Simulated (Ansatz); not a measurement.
Runs of Ansatz 0.2.0 on TiSe. It takes space group P4/nmm (No. 129, tetragonal). The conventional cell has a = 4.178 Å, b = 4.178 Å, c = 5.984 Å, α = 90.00°, β = 90.00°, γ = 90.00°. Around Se (site symmetry 4mm) lie 4 Ti at 2.53 Å. Ti (site symmetry -4m2) is surrounded by 4 Se at 2.53 Å. The cell comes from a database or a generator and needn't be the stable form of this composition.

| level | U | hubbard projectors | double counting | gap on the mesh (eV) | pressure (GPa) | relaxed volume (Å³/atom) | largest force (eV/Å) |
| --- | --- | --- | --- | --- | --- | --- | --- |
| r2SCAN+U | Ti d U = 1 eV | ortho-atomic (the default) | fll (the default) | none | 0.0 | (c) | - |
| r2SCAN+U | Ti d U = 2 eV | ortho-atomic (the default) | fll (the default) | none | 0.0 | (b) | - |
| r2SCAN+U | Ti d U = 6 eV | ortho-atomic (the default) | fll (the default) | 1.97 | 0.0 | 24.62 | - |
| r2SCAN+U | Ti d U = 5 eV | ortho-atomic (the default) | fll (the default) | 1.26 | 0.0 | (a) | - |
| r2SCAN | - | - | - | none | 0.0 | 24.54 | 0.01 |
| r2SCAN+U | Ti d U = 8 eV | ortho-atomic (the default) | fll (the default) | 2.39 | 0.0 | 25.89 | - |
| r2SCAN+U | Ti d U = 3 eV | ortho-atomic (the default) | fll (the default) | none | 0.0 | 25.71 | 0.01 |
| r2SCAN+U | Ti d U = 4 eV | ortho-atomic (the default) | fll (the default) | none | 0.0 | 27.16 | - |

Alike in all rows: task relaxation of cell and atoms; potentials or basis Ansatz PAW; no spin polarisation; cell relaxed; k mesh 7 × 7 × 5; cutoff (eV) 500; smearing fermi-dirac 0.05 eV.

Problem. Estimate the missing entries.

Solution. (a) 23.65; (b) 25.11; (c) 24.79.

Caveats: the plane-wave basis is chosen anew once the cell has moved, so the energies of steps on either side of that aren't comparable; the PAW data sets come from PBE, with cores solved anew for the run's functional, which leaves a small shift of forces and pressure; U without spin polarisation on a metal has little footing (some runs); odd divisions of the mesh miss points on the zone boundary, where band edges often lie, so the gap on the mesh can be too wide (some runs); the electronic state changed during the relaxation (some runs).

A k mesh can miss the band edges, and the runs leave out spin-orbit coupling on Se.

A gap of «none» marks a metal or a gap under the smearing width.
